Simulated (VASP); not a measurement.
Write the native input for VASP 6.6.1 that does the following.

* Task: single point
* Functional: BLYP
* Potentials or basis: VASP PAW PBE potentials, release 64 (Ti_sv)
* Cutoff: 520 eV
* k mesh: 22 × 22 × 22
* Occupations: fermi-dirac, width 0.1 eV
* Spin: no spin polarisation
* Dipole correction: no
* Further INCAR settings: ALGO = Normal; EDIFF = 1e-06; NBANDS = 12

The structure of Ti lies in POSCAR:

```
Ti
1.0
   -1.6418477001      1.6418477001      1.6418477001
    1.6418477001     -1.6418477001      1.6418477001
    1.6418477001      1.6418477001     -1.6418477001
Ti
1
Direct
    0.0000000000      0.0000000000      0.0000000000
```

This isn't the form of Ti at room conditions, which is hcp.

The input as run:

INCAR

```
SYSTEM = Ti
PREC = Accurate
ENCUT = 520
EDIFF = 1E-6
ISMEAR = -1
SIGMA = 0.1
LREAL = .FALSE.
LASPH = .TRUE.
NELM = 100
ALGO = Normal
ISIF = 2
LWAVE = .FALSE.
LCHARG = .FALSE.
GGA = B5
ALDAX = 1.0
AGGAX = 1.0
AGGAC = 1.0
ALDAC = 0.0
NBANDS = 12
```

KPOINTS

```
Automatic mesh
0
G
  22 22 22
  0 0 0
```

Potentials or basis: VASP PAW PBE potentials, release 64 (Ti_sv).

Launch:

```console
$ cat potpaw_PBE.64/Ti_sv/POTCAR > POTCAR
$ mpirun -np 1 vasp_std > vasp.out
```

Results of the run:

The pressure is 0.0 GPa and the band gap on the k mesh is none (metal or under the smearing width).

Caveat: the PAW data sets were made with another functional, which shifts forces and pressure a little.

Run time: 63 s on 1 thread of Intel(R) Xeon(R) Platinum 8375C CPU @ 2.90GHz (Ice Lake), on a shared host, peak memory 0.19 GiB.
